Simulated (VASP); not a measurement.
ScAl3, 4 atoms in the cell. The structure is cubic, space group Pm-3m (No. 221). The conventional cell has a = 4.073 Å, b = 4.073 Å, c = 4.073 Å, α = 90.00°, β = 90.00°, γ = 90.00°. Sc (site symmetry m-3m) has 12 Al at 2.88 Å as nearest neighbours. Around Al (site symmetry 4/mmm) lie 4 Sc at 2.88 Å and 8 Al at 2.88 Å. The cell is a database's computed one.

```yaml
Program: VASP 6.6.1
Task: single point
Functional: PBEsol
Potentials_or_basis: VASP PAW PBE potentials, release 64 (Sc_sv, Al)
Cutoff: 700 eV
k_mesh: 10 × 10 × 10
Occupations: gaussian, width 0.1 eV
Spin: no spin polarisation
Further_INCAR_settings: ALGO = Normal; EDIFF = 1e-06; NBANDS = 18
```

Potentials or basis: VASP PAW PBE potentials, release 64 (Sc_sv, Al).

Command:

```bash
$ cat potpaw_PBE.64/Sc_sv/POTCAR potpaw_PBE.64/Al/POTCAR > POTCAR
$ mpirun -np 1 vasp_std > vasp.out
```

Hardware: 1 thread of Intel(R) Xeon(R) Platinum 8488C (Sapphire Rapids), on a shared host.

How long does it take, and how much memory?

Wall time 73 s on 1 thread of Intel(R) Xeon(R) Platinum 8488C (Sapphire Rapids), on a shared host, peak memory 0.25 GiB. Counts: scf iterations 13, k points 56.
